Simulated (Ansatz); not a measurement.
**Ionic part of the dielectric constant of AlN at 1 GPa, mode by mode**

Level of theory: DFT PBEsol, scalar-relativistic, plane waves, PAW in Ansatz 0.2.0. Settings: 420 eV plane-wave cutoff, Γ-centred 10×10×10 mesh, fixed occupations. No spin polarisation. Phonons by linear response, acoustic sum rule imposed.

Symmetry: F-43m, No. 216, cubic system. Conventional cell: a = 4.370 Å, b = 4.370 Å, c = 4.370 Å, α = 90.00°, β = 90.00°, γ = 90.00°. Around Al (site symmetry -43m) lie 4 N at 1.89 Å. Around N (site symmetry -43m) lie 4 Al at 1.89 Å.

The primitive cell has V = 20.87 Å³ and ε∞,zz = 4.636. Each polar mode adds Δε = (4.92064×10⁷/V)·S/ν² along z, with S its oscillator strength in e²/amu, ν in cm⁻¹ and V in Å³.

Question: From these modes, find each Δε and ε0,zz.
```tsv
ν (cm⁻¹)	S_zz (e²/amu)
653.1	0.7037
```

Answer:
```csv
ν (cm⁻¹),Δε
653.1,3.89
```

The sum is 3.890, so ε0,zz = 8.53; the run's tensor has 8.53.

Question: Where do the longitudinal modes lie for a wave vector along z?

Answer: At 886 cm⁻¹. The Lyddane–Sachs–Teller product Π(ν_LO/ν_TO)² = 1.84 matches ε0/ε∞ = 1.84.

This zinc-blende form isn't the usual stable structure of the compound.

Cost: 1 run of about 0.21 core-minutes, on Intel Xeon 6975P-C (Granite Rapids) (shared hosts).